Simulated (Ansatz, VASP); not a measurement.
# Ta in VASP and in Ansatz

File INCAR:

```
SYSTEM = Ta
ALGO = Normal
EDIFF = 1E-7
ENCUT = 520
GGA = PS
ISIF = 2
ISMEAR = 0
LASPH = .TRUE.
LCHARG = .FALSE.
LREAL = .FALSE.
LWAVE = .FALSE.
NBANDS = 12
NELM = 60
PREC = Accurate
SIGMA = 0.15
```

Contents of KPOINTS:

```
k-points
0
G
  22 22 22
  0 0 0
```

POSCAR

```
Ta
1.0
   -1.6402286350      1.6402286350      1.6402286350
    1.6402286350     -1.6402286350      1.6402286350
    1.6402286350      1.6402286350     -1.6402286350
Ta
1
Direct
    0.0000000000      0.0000000000      0.0000000000
```

Input for Ansatz:

```yaml
crystal:
  lattice:
    - [-1.640228635, 1.640228635, 1.640228635]
    - [1.640228635, -1.640228635, 1.640228635]
    - [1.640228635, 1.640228635, -1.640228635]
  atoms:
    - { symbol: Ta, position: [0.0, 0.0, 0.0] }
basis:
  ecutwfc: 420
kpoints:
  mp_grid: { grid: [22, 22, 22] }
hamiltonian:
  xc: pbesol
  pseudopotentials: { kind: paw, azcp: { folder: soft_1 } }
scf:
  occupations: { method: gaussian, width: 0.15 }
output:
  forces: true
  stress: true
  eigenvalues: true
  write_density: true
  write_potential: true
  elf: true
  volumetric_format: npy
```

Alike in both runs: task single point; functional PBEsol; k mesh 22 × 22 × 22; occupations gaussian, width 0.15 eV; no spin polarisation.

|  | VASP | Ansatz |
| --- | --- | --- |
| version | VASP 6.6.1 | Ansatz 0.2.0 |
| potentials or method | VASP PAW PBE potentials, release 64 (Ta_pv) | scalar-relativistic, plane waves, PAW |
| plane-wave cutoff (eV) | 520 | 420 |
| valence electrons in the cell | 11 | 13 |

```csv
,VASP,Ansatz,Ansatz less VASP
gap on the k mesh at the Fermi level (eV),none,none,-
pressure (GPa),0.4,0.2,-0.20
```

A gap of «none» marks a metal or a gap that the smearing closes. The two sets of potentials don't hold the same shells in valence. Ansatz warned: «pseudo_functional_mismatch».

Caveats: the PAW data sets were made with another functional, which shifts forces and pressure a little (VASP). Spin-orbit coupling is left out, which matters for the levels of Ta.
